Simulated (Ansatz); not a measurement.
**Ni: which magnetic state does the SCF reach?**

How much does the result for Ni depend on the starting moments? The same cell is run from several starts. We look at Ni: its experimental structure (space group Fm-3m, primitive cell doubled), with 2 atoms per cell. Source: COD entry 9012987; the sample's temperature and pressure aren't taken into account.

Computed with Ansatz 0.2.0 (DFT PBE, PAW, plane waves, scalar-relativistic, unless a step's input says otherwise).

### 1 The system as given

It takes space group Fm-3m (No. 225, cubic). Conventional cell: a = 3.536 Å, b = 3.536 Å, c = 3.536 Å, α = 90.00°, β = 90.00°, γ = 90.00°. Around Ni (site symmetry m-3m) lie 12 Ni at 2.50 Å.

As a file:

```xyz
2
Lattice="0.0000 -1.7678 -1.7678 -3.5356 -1.7678 -1.7678 0.0000 1.7678 -1.7678" Properties=species:S:1:pos:R:3 pbc="T T T"
Ni    0.0000    0.0000    0.0000
Ni   -1.7678    0.0000   -1.7678
```

Labels such as Ni2 number the atoms in the order of the input file.

Planned first: parallel moments, plain SCF; opposed moments +-, plain SCF; no spin polarisation; spin on, no moments given (the program may seed its own), plain SCF. What is tried next depends on their ends.

A plain SCF has the search for lower states switched off and ends at the first converged state. 

The total moment includes the space between the atomic spheres.

### 2 Parallel moments, plain SCF

File input.yaml:

```yaml
crystal:
  lattice:
    - [0.0, -1.7678, -1.7678]
    - [-3.5356, -1.7678, -1.7678]
    - [0.0, 1.7678, -1.7678]
  atoms:
    - { symbol: Ni, position: [0.0, 0.0, 0.0], spin: 2.0 }
    - { symbol: Ni, position: [0.0, 0.5, 0.5], spin: 2.0 }
magnetization:
  spin_polarized: true
hamiltonian:
  xc: pbe
  pseudopotentials: { kind: paw }
basis:
  ecutwfc: 420
kpoints:
  mp_grid: { grid: [15, 9, 12] }
scf:
  occupations: { method: fermi_dirac, width: 0.1 }
  lower_state_search: "off"
output:
  forces: true
  stress: true
  write_density: true
  write_potential: true
  elf: true
  volumetric_format: npy
```

Started as:

```bash
ansatz run input.yaml --threads 2 --pin off --max-ram 5120MiB --backend cpu --events-out ev --progress --plain --runs-dir out
```

Output, cut to the lines that bear on the results:

```text
Warning: crystal.symmetry: narrowed to the stabiliser of the k-point mesh — unitary ops 32 → 8; excluded 24 operations that carry a point of the 15×9×12 mesh (shift [0, 0, 0]) off the mesh (the run samples exactly the mesh kpoints.mp_grid names, as under crystal.symmetry.detect: false, [...]
Pseudopotentials: kind: paw
Pseudopotential: Ni, paw, valence charge 18, recommended cutoff 420 eV (normal), Ni.paw.azcp
Functional definition: PBE
[...]
Crystal: 2 atoms, lattice volume = 22.098 Å³
Basis set: ecut = 420 eV, 403 PW (Γ), exchange–correlation on 36×60×36 points (8 copies of the dense FFT grid, shifted against one another)
Bands: 24, of which v1, the nominal top of the filled ones, is band 18 counted from 1 (17 counted from 0)
Symmetry: 8 space group operations
k-points: 476 of 1620
[...]
Starting moments: Σ|m| = 4 μB on 2 of 2 sites
[...]
SCF iter   1: F=—  HF=-11678.942184 eV  |F-HF|=—  |Δ(HF+E_count)|=         —  Δρ=1.28e-1 (↑1.14e-1 ↓1.28e-1)  dr2=2.63e-2  dr2_m=2.96e0  M=1.865 μB ∫|m|=2.080 μB  β_m=0.30  ethr=7.31e-5  ⟨swp⟩=1.0  Hψ=112198  notcnv=0
[...]
spin-set hold released at iteration 1 (the charge has settled, or the pull on large starting moments outlasts its swing): the magnetisation degrees of freedom join the quasi-Newton model from the next iteration; the mixer history was flushed
[...]
SCF iter  10: F=-11679.494649 eV  HF=-11679.494649 eV  |F-HF|=9.77e-10  |Δ(HF+E_count)|=   5.44e-8  Δρ=5.07e-6 (↑3.57e-6 ↓5.07e-6)  dr2=2.18e-9  dr2_m=1.75e-9  M=1.274 μB ∫|m|=1.454 μB  ethr=7.32e-11  ⟨swp⟩=5.7  Hψ=123797  notcnv=0
[...]
SCF converged after 10 iterations
Magnetization: 1.2737 μB (18.6368 up, 17.3632 down)
Absolute magnetization: 1.4556 μB (∫|ρ↑−ρ↓|, with the PAW one-centre terms)
Spin contamination: 0.0144 ħ² per cell (⟨S²⟩ above its minimum at these occupations)
Per-site moments (μB) at R_I (Å): [(0.6753969807192444, 1.0312692784198025), (0.6753969807192441, 1.0312692784198025)]
Free energy (F): -11679.494649 eV
[...]
E sigma→0 (E₀):  -11679.440733 eV
Entropy (-TS):   -0.107831 eV (-53.915 meV/atom)
Fermi energy:    17.826744 eV
[...]
--- Forces (eV/Å), atoms counted from 1 ---
  atom   1  Ni     0.00000000    -0.00000000     0.00000000
  atom   2  Ni    -0.00000000     0.00000000     0.00000000
[...]
--- Stress (GPa, compression-positive) ---
       -2.468793       0.004847       0.004847
        0.004845      -2.355824      -0.070239
        0.004845      -0.070239      -2.355824
  P = ⅓ Tr σ = -2.3935 GPa (-23.935 kbar)
--- Band table (eV; the first three rows and the last of 952) ---
  k-point 0 ↑: bands = ["-85.8134", "-85.7719", "-46.2725", "-46.1555", "-46.1544", "-46.0780", "-46.0773", "-46.0769", "8.8144", "13.2141", "13.6750", "15.4157", "15.4165", "15.4170", "16.5666", "16.5674", "17.2671", "17.3530", "17.3537", "20.1712", "26.8368", "32.4227", "32.4229", "37.1580"]
[...]
```

It took 29 s on 2 threads of Arm Neoverse V1, shared host; peak memory 0.62 GiB.

The state reached is ferromagnetic, site moments Ni1 0.68, Ni2 0.68 μB, total 1.27 μB per cell, no gap on the k-mesh.

The maps below are laid out on this run's own conventional cell (a, b, c = 3.536, 3.536, 3.536 Å).

Density in a lattice plane of the grid's cell (edges 3.54 and 3.54 Å, at 0.000 of the third edge), which holds Ni. It is the smooth density of the valence electrons, not physical close to the nuclei.

Ten even steps from ' ' (0.17 e/Å³) to '@' (60.66 e/Å³):
```
##++--..                                  ..--++
--::..                                      ..::
....                                          ..
                                                
                                                
                                                
                      ......                    
                    ..::--::..                  
                  ..--++##++--..                
                  ::==##@@##==::                
                  ..--++##++--..                
                    ..::--::..                  
                      ......                    
                                                
                                                
                                                
....                                          ..
--::..                                      ..::
##++--..                                  ..--++
@@##==::                                  ::==##
```
Columns run along the first of these edges and rows up along the second, over one cell in 24 and 20 even steps from the bottom left corner. Atoms in the plane (fractional): Ni at (0.00, 0.00), Ni at (0.50, 0.50).

Spin density (up less down) in a lattice plane of the grid's cell (edges 3.54 and 3.54 Å, at 0.000 of the third edge), which holds Ni.

Values in e/Å³, 12 rows by 12 columns:
```
 1.28  0.66  0.10  0.01 -0.01 -0.01 -0.01 -0.01 -0.01  0.01  0.09  0.66
 0.10  0.09  0.03  0.00 -0.01 -0.01  0.00 -0.01 -0.01  0.00  0.03  0.09
 0.01  0.01  0.00 -0.01  0.00  0.01  0.01  0.01  0.00 -0.01  0.00  0.01
 0.00 -0.01 -0.01  0.00  0.03  0.09  0.11  0.09  0.03  0.00 -0.01 -0.01
-0.01 -0.01 -0.01  0.01  0.09  0.66  1.28  0.66  0.09  0.01 -0.01 -0.01
-0.01 -0.01 -0.01  0.01  0.11  1.28  2.86  1.28  0.11  0.01 -0.01 -0.01
-0.01 -0.01 -0.01  0.01  0.09  0.66  1.28  0.66  0.09  0.01 -0.01 -0.01
 0.00 -0.01 -0.01  0.00  0.03  0.09  0.11  0.09  0.03  0.00 -0.01 -0.01
 0.01  0.01  0.00 -0.01  0.00  0.01  0.01  0.01  0.00 -0.01  0.00  0.01
 0.10  0.09  0.03  0.00 -0.01 -0.01  0.00 -0.01 -0.01  0.00  0.03  0.09
 1.28  0.66  0.09  0.01 -0.01 -0.01 -0.01 -0.01 -0.01  0.01  0.10  0.66
 2.89  1.28  0.11  0.01 -0.01 -0.01 -0.01 -0.01 -0.01  0.01  0.11  1.28
```
Columns run along the first of these edges and rows up along the second, over one cell in 12 and 12 even steps from the bottom left corner. Atoms in the plane (fractional): Ni at (0.00, 0.00), Ni at (0.50, 0.50).

### 3 Opposed moments +-, plain SCF

input.yaml: that of step 2 with these lines changed.

```diff
@@ -7,3 +7,3 @@
     - { symbol: Ni, position: [0.0, 0.0, 0.0], spin: 2.0 }
-    - { symbol: Ni, position: [0.0, 0.5, 0.5], spin: 2.0 }
+    - { symbol: Ni, position: [0.0, 0.5, 0.5], spin: -2.0 }
 magnetization:
```

Started as:

```bash
ansatz run input.yaml --threads 2 --pin off --max-ram 5120MiB --backend cpu --events-out ev --progress --plain --runs-dir out
```

Output, cut to the lines that bear on the results:

```text
Warning: crystal.symmetry: narrowed to the stabiliser of the k-point mesh — unitary ops 16 → 4; excluded 12 operations that carry a point of the 15×9×12 mesh (shift [0, 0, 0]) off the mesh (the run samples exactly the mesh kpoints.mp_grid names, as under crystal.symmetry.detect: false, [...]
[... 11 lines as in an earlier run ...]
Symmetry: 4 space group operations
[... 5 lines as in an earlier run ...]
Starting moments: Σ|m| = 4 μB on 2 of 2 sites
[... 2 lines as in an earlier run ...]
spin-down is spin-up translated by (0, 0.5, 0.5): one eigenproblem is solved per k-point and the antiferromagnetic symmetry of the starting moments is kept exactly by this SCF (crystal.symmetry.spin_inversion_symmetry: false solves both channels; [...]
SCF iter   1: F=—  HF=-11678.565372 eV  |F-HF|=—  |Δ(HF+E_count)|=         —  Δρ=1.47e-1 (↑1.47e-1 ↓1.47e-1)  dr2=6.91e-2  dr2_m=4.33e0  M=0.000 μB ∫|m|=1.762 μB  β_m=0.30  ethr=1.92e-4  ⟨swp⟩=1.3  Hψ=56777  notcnv=0
[...]
[... 1 line as in an earlier run ...]
[...]
SCF iter  14: F=-11679.423094 eV  HF=-11679.423094 eV  |F-HF|=4.98e-10  |Δ(HF+E_count)|=   1.37e-9  Δρ=1.07e-6 (↑1.07e-6 ↓1.07e-6)  dr2=5.04e-10  dr2_m=9.97e-12  M=0.000 μB ∫|m|=0.000 μB  ethr=5.02e-12  ⟨swp⟩=4.3  Hψ=59847  notcnv=0
WARN: the starting moments were not kept: the SCF closed with an absolute magnetisation of 5.0e-6 μB, where they sum to 4 μB in size (2 sites). That is at most 0.1 of that sum. Measured as dr2_m measures the in/out step, that magnetisation stands 2.8e-11 eV from none, at or under the [...]
SCF converged after 14 iterations
Magnetization: 0.0000 μB (18.0000 up, 18.0000 down)
Absolute magnetization: 0.0000 μB (∫|ρ↑−ρ↓|, with the PAW one-centre terms)
Spin contamination: 0.0000 ħ² per cell (⟨S²⟩ above its minimum at these occupations)
Per-site moments (μB) at R_I (Å): [(1.8079693754487418e-6, 1.0312692784198025), (-1.8079693754487418e-6, 1.0312692784198025)]
Free energy (F): -11679.423094 eV
[...]
E sigma→0 (E₀):  -11679.335020 eV
Entropy (-TS):   -0.176149 eV (-88.074 meV/atom)
Fermi energy:    17.666523 eV
[...]
--- Forces (eV/Å), atoms counted from 1 ---
  atom   1  Ni     0.00000000    -0.00000000     0.00000000
  atom   2  Ni     0.00000000    -0.00000000     0.00000000
[...]
--- Stress (GPa, compression-positive) ---
       -3.318369      -0.005359      -0.005359
       -0.005359      -3.454729       0.041773
       -0.005359       0.041773      -3.454729
  P = ⅓ Tr σ = -3.4093 GPa (-34.093 kbar)
--- Band table (eV; the first three rows and the last of 952) ---
[... band rows left out ...]
[...]
```

Wall time 20 s (2 threads of Arm Neoverse V1, shared host); peak memory 0.58 GiB.

End: non-magnetic, no gap on the k-mesh. Against step 2, the lowest until now, it is 35.8 meV/atom higher.

The maps below are laid out on this run's own conventional cell (a, b, c = 3.536, 3.536, 3.536 Å).

Density in a lattice plane of the grid's cell (edges 3.54 and 3.54 Å, at 0.000 of the third edge), which holds Ni.

Ten even steps from '0' (0.17 e/Å³) to '9' (60.66 e/Å³):
```
753100000000000000000135
321000000000000000000012
110000000000000000000001
000000000000000000000000
000000000000000000000000
000000000000000000000000
000000000001110000000000
000000000012321000000000
000000000135753100000000
000000000247974200000000
000000000135753100000000
000000000012321000000000
000000000001110000000000
000000000000000000000000
000000000000000000000000
000000000000000000000000
110000000000000000000001
321000000000000000000012
753100000000000000000135
974200000000000000000247
```
Columns run along the first of these edges and rows up along the second, over one cell in 24 and 20 even steps from the bottom left corner. Atoms in the plane (fractional): Ni at (0.00, 0.00), Ni at (0.50, 0.50).

ELF in the same plane.

Values, 12 rows by 12 columns:
```
0.55 0.43 0.27 0.18 0.21 0.24 0.24 0.24 0.21 0.18 0.27 0.43
0.32 0.27 0.19 0.20 0.25 0.21 0.19 0.21 0.25 0.20 0.19 0.27
0.19 0.18 0.20 0.23 0.20 0.18 0.19 0.18 0.20 0.23 0.20 0.18
0.19 0.21 0.25 0.20 0.19 0.27 0.32 0.27 0.19 0.20 0.25 0.21
0.24 0.24 0.21 0.18 0.27 0.43 0.55 0.43 0.27 0.18 0.21 0.24
0.24 0.24 0.19 0.19 0.32 0.55 0.73 0.55 0.32 0.19 0.19 0.24
0.24 0.24 0.21 0.18 0.27 0.43 0.55 0.43 0.27 0.18 0.21 0.24
0.19 0.21 0.25 0.20 0.19 0.27 0.32 0.27 0.19 0.20 0.25 0.21
0.19 0.18 0.20 0.23 0.20 0.18 0.19 0.18 0.20 0.23 0.20 0.18
0.32 0.27 0.19 0.20 0.25 0.21 0.19 0.21 0.25 0.20 0.19 0.27
0.55 0.43 0.27 0.18 0.21 0.24 0.24 0.24 0.21 0.18 0.27 0.43
0.73 0.55 0.32 0.19 0.19 0.24 0.24 0.24 0.19 0.19 0.32 0.55
```
Columns run along the first of these edges and rows up along the second, over one cell in 12 and 12 even steps from the bottom left corner. Atoms in the plane (fractional): Ni at (0.00, 0.00), Ni at (0.50, 0.50).

Both are smooth fields of the valence electrons: close to the nuclei they are not physical.

### 4 No spin polarisation

File input.yaml:

```yaml
crystal:
  lattice:
    - [0.0, -1.7678, -1.7678]
    - [-3.5356, -1.7678, -1.7678]
    - [0.0, 1.7678, -1.7678]
  atoms:
    - { symbol: Ni, position: [0.0, 0.0, 0.0] }
    - { symbol: Ni, position: [0.0, 0.5, 0.5] }
hamiltonian:
  xc: pbe
  pseudopotentials: { kind: paw }
basis:
  ecutwfc: 420
kpoints:
  mp_grid: { grid: [15, 9, 12] }
scf:
  occupations: { method: fermi_dirac, width: 0.1 }
  lower_state_search: "off"
output:
  forces: true
  stress: true
```

Started as:

```bash
ansatz run input.yaml --threads 2 --pin off --max-ram 5120MiB --backend cpu --events-out ev --progress --plain --runs-dir out
```

Output, cut to the lines that bear on the results:

```text
[... 11 lines as in an earlier run ...]
Bands: 22, of which v1, the nominal top of the filled ones, is band 18 counted from 1 (17 counted from 0)
[... 5 lines as in an earlier run ...]
[...]
[... 2 lines as in an earlier run ...]
SCF iter   1: F=—  HF=-11679.422791 eV  |F-HF|=—  |Δ(HF+E_count)|=         —  Δρ=1.59e-3  dr2=2.17e-4  ethr=1.77e-3  ⟨swp⟩=4.4  Hψ=37804  notcnv=0
[...]
SCF iter   6: F=-11679.423094 eV  HF=-11679.423094 eV  |F-HF|=1.02e-9  |Δ(HF+E_count)|=   1.68e-9  Δρ=6.20e-6  dr2=1.59e-9  ethr=4.32e-11  ⟨swp⟩=2.6  Hψ=35961  notcnv=0
[...]
SCF converged after 6 iterations
Free energy (F): -11679.423094 eV
[...]
E sigma→0 (E₀):  -11679.335020 eV
Entropy (-TS):   -0.176149 eV (-88.074 meV/atom)
Fermi energy:    17.666547 eV
[... 24 lines left out: energy terms, forces, stress ...]
```

It took 6.5 s on 2 threads of Arm Neoverse V1, shared host; peak memory 0.45 GiB.

Nothing new: the 6 iterations lead to the state found in step 3 (non-magnetic).

### 5 Spin on, no moments given (the program may seed its own), plain SCF

input.yaml: that of step 4 with these lines changed.

```diff
@@ -21 +21,7 @@
   stress: true
+  write_density: true
+  write_potential: true
+  elf: true
+  volumetric_format: npy
+magnetization:
+  spin_polarized: true
```

Started as:

```bash
ansatz run input.yaml --threads 2 --pin off --max-ram 5120MiB --backend cpu --events-out ev --progress --plain --runs-dir out
```

Output, cut to the lines that bear on the results:

```text
[... 1 line as in an earlier run ...]
band count auto-derived: 24 (N_el = 36.0; filled up to band 18; 22 by the electrons, moments and atoms)
[... 19 lines as in an earlier run ...]
[...]
SCF iter   1: F=—  HF=-11678.038479 eV  |F-HF|=—  |Δ(HF+E_count)|=         —  Δρ=1.78e-1 (↑1.77e-1 ↓1.78e-1)  dr2=1.34e-2  dr2_m=6.37e0  M=2.549 μB ∫|m|=2.549 μB  ethr=4.24e-4  ⟨swp⟩=1.3  Hψ=56736  notcnv=0
[...]
SCF iter  10: F=-11679.494649 eV  HF=-11679.494649 eV  |F-HF|=1.71e-9  |Δ(HF+E_count)|=   4.60e-7  Δρ=5.73e-6 (↑2.96e-6 ↓5.73e-6)  dr2=1.85e-9  dr2_m=1.86e-9  M=1.274 μB ∫|m|=1.454 μB  ethr=2.78e-10  ⟨swp⟩=8.2  Hψ=143818  notcnv=0
[...]
SCF converged after 10 iterations
Magnetization: 1.2736 μB (18.6368 up, 17.3632 down)
Absolute magnetization: 1.4556 μB (∫|ρ↑−ρ↓|, with the PAW one-centre terms)
Spin contamination: 0.0144 ħ² per cell (⟨S²⟩ above its minimum at these occupations)
Per-site moments (μB) at R_I (Å): [(0.6753922179998547, 1.0312692784198025), (0.6753922179998546, 1.0312692784198025)]
Free energy (F): -11679.494649 eV
[...]
E sigma→0 (E₀):  -11679.440734 eV
Entropy (-TS):   -0.107830 eV (-53.915 meV/atom)
Fermi energy:    17.826712 eV
[... 29 lines left out: energy terms, forces, stress, bands ...]
```

It took 26 s on 2 threads of Arm Neoverse V1, shared host; peak memory 0.61 GiB.

The run ends in the same state as step 2 (ferromagnetic); it took 10 iterations.

### 6 Parallel moments scaled by 0.1, plain SCF

input.yaml: that of step 5 with these lines changed.

```diff
@@ -6,4 +6,6 @@
   atoms:
-    - { symbol: Ni, position: [0.0, 0.0, 0.0] }
-    - { symbol: Ni, position: [0.0, 0.5, 0.5] }
+    - { symbol: Ni, position: [0.0, 0.0, 0.0], spin: 0.2 }
+    - { symbol: Ni, position: [0.0, 0.5, 0.5], spin: 0.2 }
+magnetization:
+  spin_polarized: true
 hamiltonian:
@@ -25,3 +27 @@
   volumetric_format: npy
-magnetization:
-  spin_polarized: true
```

Started as:

```bash
ansatz run input.yaml --threads 2 --pin off --max-ram 5120MiB --backend cpu --events-out ev --progress --plain --runs-dir out
```

Output, cut to the lines that bear on the results:

```text
[... 11 lines as in an earlier run ...]
Bands: 23, of which v1, the nominal top of the filled ones, is band 18 counted from 1 (17 counted from 0)
[... 6 lines as in an earlier run ...]
Starting moments: Σ|m| = 0.4 μB on 2 of 2 sites
[... 2 lines as in an earlier run ...]
[...]
SCF iter   1: F=—  HF=-11679.442031 eV  |F-HF|=—  |Δ(HF+E_count)|=         —  Δρ=3.30e-2 (↑3.30e-2 ↓1.15e-2)  dr2=1.51e-1  dr2_m=4.33e-2  M=0.511 μB ∫|m|=0.525 μB  β_m=1.00  ethr=4.21e-4  ⟨swp⟩=1.0  Hψ=108375  notcnv=0
[...]
spin-set hold released at iteration 10 (site moments contracting): the magnetisation degrees of freedom join the quasi-Newton model from the next iteration; the mixer history was flushed
[...]
SCF iter  17: F=-11679.494649 eV  HF=-11679.494649 eV  |F-HF|=3.50e-9  |Δ(HF+E_count)|=   2.21e-9  Δρ=6.10e-6 (↑3.10e-6 ↓6.10e-6)  dr2=9.16e-10  dr2_m=3.85e-9  M=1.274 μB ∫|m|=1.454 μB  ethr=2.78e-10  ⟨swp⟩=8.3  Hψ=140056  notcnv=0
[...]
SCF converged after 17 iterations
Magnetization: 1.2736 μB (18.6368 up, 17.3632 down)
Absolute magnetization: 1.4555 μB (∫|ρ↑−ρ↓|, with the PAW one-centre terms)
Spin contamination: 0.0144 ħ² per cell (⟨S²⟩ above its minimum at these occupations)
Per-site moments (μB) at R_I (Å): [(0.6753636084427247, 1.0312692784198025), (0.6753636084427246, 1.0312692784198025)]
Free energy (F): -11679.494649 eV
[...]
E sigma→0 (E₀):  -11679.440730 eV
Entropy (-TS):   -0.107837 eV (-53.918 meV/atom)
Fermi energy:    17.826707 eV
[... 29 lines left out: energy terms, forces, stress, bands ...]
```

Run time: 33 s. Hardware: 2 threads of Arm Neoverse V1, shared host; peak memory 0.6 GiB.

Nothing new: the 17 iterations lead to the state found in step 2 (ferromagnetic).

### 7 Moments ++ scaled by 0.65, plain SCF

input.yaml: that of step 6 with these lines changed.

```diff
@@ -6,4 +6,4 @@
   atoms:
-    - { symbol: Ni, position: [0.0, 0.0, 0.0], spin: 0.2 }
-    - { symbol: Ni, position: [0.0, 0.5, 0.5], spin: 0.2 }
+    - { symbol: Ni, position: [0.0, 0.0, 0.0], spin: 1.3 }
+    - { symbol: Ni, position: [0.0, 0.5, 0.5], spin: 1.3 }
 magnetization:
@@ -23,5 +23 @@
   stress: true
-  write_density: true
-  write_potential: true
-  elf: true
-  volumetric_format: npy
```

Started as:

```bash
ansatz run input.yaml --threads 2 --pin off --max-ram 5120MiB --backend cpu --events-out ev --progress --plain --runs-dir out
```

Output, cut to the lines that bear on the results:

```text
[... 18 lines as in an earlier run ...]
Starting moments: Σ|m| = 2.6 μB on 2 of 2 sites
[... 2 lines as in an earlier run ...]
[...]
SCF iter   1: F=—  HF=-11679.332977 eV  |F-HF|=—  |Δ(HF+E_count)|=         —  Δρ=6.24e-2 (↑3.85e-2 ↓6.24e-2)  dr2=8.01e-2  dr2_m=4.95e-1  M=1.542 μB ∫|m|=1.647 μB  β_m=0.30  ethr=2.23e-4  ⟨swp⟩=1.0  Hψ=112140  notcnv=0
[...]
spin-set hold released at iteration 7 (site moments contracting): the magnetisation degrees of freedom join the quasi-Newton model from the next iteration; the mixer history was flushed
[...]
SCF iter  14: F=-11679.494649 eV  HF=-11679.494649 eV  |F-HF|=5.53e-10  |Δ(HF+E_count)|=   4.66e-9  Δρ=4.02e-6 (↑1.48e-6 ↓4.02e-6)  dr2=7.91e-10  dr2_m=9.67e-10  M=1.274 μB ∫|m|=1.454 μB  ethr=5.89e-11  ⟨swp⟩=1.9  Hψ=71068  notcnv=0
[...]
SCF converged after 14 iterations
Magnetization: 1.2736 μB (18.6368 up, 17.3632 down)
Absolute magnetization: 1.4555 μB (∫|ρ↑−ρ↓|, with the PAW one-centre terms)
Spin contamination: 0.0144 ħ² per cell (⟨S²⟩ above its minimum at these occupations)
Per-site moments (μB) at R_I (Å): [(0.6753808644017961, 1.0312692784198025), (0.6753808644017958, 1.0312692784198025)]
Free energy (F): -11679.494649 eV
[...]
E sigma→0 (E₀):  -11679.440733 eV
Entropy (-TS):   -0.107833 eV (-53.916 meV/atom)
Fermi energy:    17.826721 eV
[... 24 lines left out: energy terms, forces, stress ...]
```

Run time: 27 s. Hardware: 2 threads of Arm Neoverse V1, shared host; peak memory 0.6 GiB.

This is the state of step 2 again (ferromagnetic), after 14 iterations.

[end of part 1 of 2]
